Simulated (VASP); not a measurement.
```
NaBr
1.0
    0.00000     2.98500     2.98500
    2.98500     0.00000     2.98500
    2.98500     2.98500     0.00000
Na Br
1 1
Cartesian
  0.00000   0.00000   0.00000
  2.98500   2.98500   2.98500
```

These are SCAN meta-GGA, VASP's PBE PAW potentials (set 64) (plane waves; VASP 6.6.1) values and carry that method's errors. Numerical set-up: 520 eV cut-off, 7×7×7 Γ-centred mesh, Gaussian smearing of 0.050 eV, potentials Na_pv Br.

Energy and stress use the plane-wave basis of the starting cell.

Question: The ions, cell shape and volume are relaxed. Give the cell that the relaxation ends in.

Answer: 
```
NaBr
1.0
    0.00000     2.95270     2.95270
    2.95270     0.00000     2.95270
    2.95270     2.95270     0.00000
Na Br
1 1
Direct
  0.00000   0.00000   0.00000
  0.50000   0.50000   0.50000
```
Space group Fm-3m (225), at a tolerance of 0.03 Å.

Question: How do energy and volume change from the first to the last step?

Answer: The energy (σ→0) changes by -1.6 meV/atom and the volume by -3.2 %, in 4 ionic steps.

```tsv
step	E(σ→0) (eV)	max force (eV/Å)	pressure (GPa)	volume (Å³)
1	-27.1496	0.000	-0.68	53.19
2	-27.1522	0.000	-0.23	52.33
3	-27.1526	0.000	-0.11	52.05
4	-27.1529	0.000	0.04	51.49
```

The compound is NaBr in the rock salt structure. This run relaxes it. Symmetry was kept, so distortions that lower it aren't found.
